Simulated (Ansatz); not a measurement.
Relaxation of a periodic cell of 63 atoms, Si (host Si, host structure diamond, one Si atom removed), cell charge -1, to a largest force component of 0.03 eV/Å in at most 60 steps.

Level of theory: DFT PBEsol, scalar-relativistic, plane waves, PAW (Ansatz). Settings: PAW set soft_1, cutoff 420 eV, k mesh 1x1x1, gaussian smearing 0.05 eV, spin collinear.

```xyz
63
Lattice="10.8600 0.0000 0.0000 0.0000 10.8600 0.0000 0.0000 0.0000 10.8600" Properties=species:S:1:pos:R:3
Si 5.430 0.000 0.000
Si 6.787 1.357 1.357
Si 8.145 2.715 0.000
Si 9.502 4.072 1.357
Si 8.145 0.000 2.715
Si 9.502 1.357 4.072
Si 0.000 0.000 0.000
Si 1.357 1.357 1.357
Si 2.715 2.715 0.000
Si 2.715 5.430 2.715
Si 5.430 5.430 0.000
Si 6.787 6.787 1.357
Si 8.145 8.145 0.000
Si 9.502 9.502 1.357
Si 2.715 0.000 2.715
Si 4.072 1.357 4.072
Si 5.430 2.715 2.715
Si 6.787 4.072 4.072
Si 8.145 5.430 2.715
Si 9.502 6.787 4.072
Si 5.430 0.000 5.430
Si 6.787 1.357 6.787
Si 8.145 2.715 5.430
Si 9.502 4.072 6.787
Si 8.145 0.000 8.145
Si 9.502 1.357 9.502
Si 0.000 5.430 0.000
Si 1.357 6.787 1.357
Si 2.715 8.145 0.000
Si 4.072 9.502 1.357
Si 0.000 2.715 2.715
Si 1.357 4.072 4.072
Si 4.072 6.787 4.072
Si 5.430 8.145 2.715
Si 6.787 9.502 4.072
Si 0.000 0.000 5.430
Si 1.357 1.357 6.787
Si 2.715 2.715 5.430
Si 4.072 4.072 6.787
Si 5.430 5.430 5.430
Si 6.787 6.787 6.787
Si 8.145 8.145 5.430
Si 9.502 9.502 6.787
Si 2.715 0.000 8.145
Si 4.072 1.357 9.502
Si 5.430 2.715 8.145
Si 6.787 4.072 9.502
Si 8.145 5.430 8.145
Si 9.502 6.787 9.502
Si 0.000 8.145 2.715
Si 1.357 9.502 4.072
Si 0.000 5.430 5.430
Si 1.357 6.787 6.787
Si 2.715 8.145 5.430
Si 4.072 9.502 6.787
Si 0.000 2.715 8.145
Si 1.357 4.072 9.502
Si 2.715 5.430 8.145
Si 4.072 6.787 9.502
Si 5.430 8.145 8.145
Si 6.787 9.502 9.502
Si 0.000 8.145 8.145
Si 1.357 9.502 9.502
```

Q: Where does it end, and by what steps?

A: The run converged. Limits of this set-up: coarse k mesh, PAW files made for another functional, a typed lattice constant that wasn't relaxed here, charged cell in a uniform background, uncorrected. After 3 steps the energy has fallen by 0.068 eV; Si9 moved furthest, 0.13 Å.

```tsv
step	energy less start (eV)	largest force component (eV/Å)	accepted
0	0.0000	0.125	yes
1	-0.0587	0.055	yes
2	-0.0668	0.033	yes
3	-0.0683	0.023	yes
```

```xyz
63
Lattice="10.8600 0.0000 0.0000 0.0000 10.8600 0.0000 0.0000 0.0000 10.8600" Properties=species:S:1:pos:R:3
Si 5.427 0.002 0.003
Si 6.760 1.385 1.357
Si 8.143 2.718 0.003
Si 9.502 4.072 1.357
Si 8.136 0.009 2.710
Si 9.498 1.361 4.069
Si 0.009 0.009 0.005
Si 1.385 1.385 1.358
Si 2.792 2.792 0.077
Si 2.792 5.353 2.638
Si 5.353 5.353 0.077
Si 6.760 6.760 1.358
Si 8.136 8.136 0.005
Si 9.502 9.502 1.357
Si 2.718 0.002 2.712
Si 4.072 1.385 4.045
Si 5.353 2.792 2.638
Si 6.760 4.073 4.045
Si 8.143 5.427 2.712
Si 9.507 6.784 4.069
Si 5.425 0.009 5.421
Si 6.784 1.361 6.783
Si 8.136 2.720 5.421
Si 9.502 4.072 6.787
Si 8.147 -0.002 8.143
Si 9.507 1.361 9.506
Si 0.002 5.427 0.003
Si 1.385 6.760 1.357
Si 2.718 8.143 0.003
Si 4.072 9.502 1.357
Si 0.002 2.718 2.712
Si 1.385 4.072 4.045
Si 4.073 6.760 4.045
Si 5.427 8.143 2.712
Si 6.784 9.507 4.069
Si -0.002 -0.002 5.432
Si 1.361 1.361 6.792
Si 2.718 2.718 5.428
Si 4.072 4.072 6.787
Si 5.427 5.427 5.428
Si 6.784 6.784 6.792
Si 8.147 8.147 5.432
Si 9.502 9.502 6.787
Si 2.720 0.009 8.154
Si 4.073 1.385 9.530
Si 5.427 2.718 8.147
Si 6.760 4.072 9.530
Si 8.136 5.425 8.154
Si 9.498 6.784 9.506
Si 0.009 8.136 2.710
Si 1.361 9.498 4.069
Si 0.009 5.425 5.421
Si 1.361 6.784 6.783
Si 2.720 8.136 5.421
Si 4.072 9.502 6.787
Si 0.009 2.720 8.154
Si 1.385 4.073 9.530
Si 2.718 5.427 8.147
Si 4.072 6.760 9.530
Si 5.425 8.136 8.154
Si 6.784 9.498 9.506
Si -0.002 8.147 8.143
Si 1.361 9.507 9.506
```

Whether the end is a true minimum wasn't checked by a vibrational analysis.

Run time: 47 s on 4 threads of Arm Neoverse V1 (shared host), peak memory 1.6 GiB.
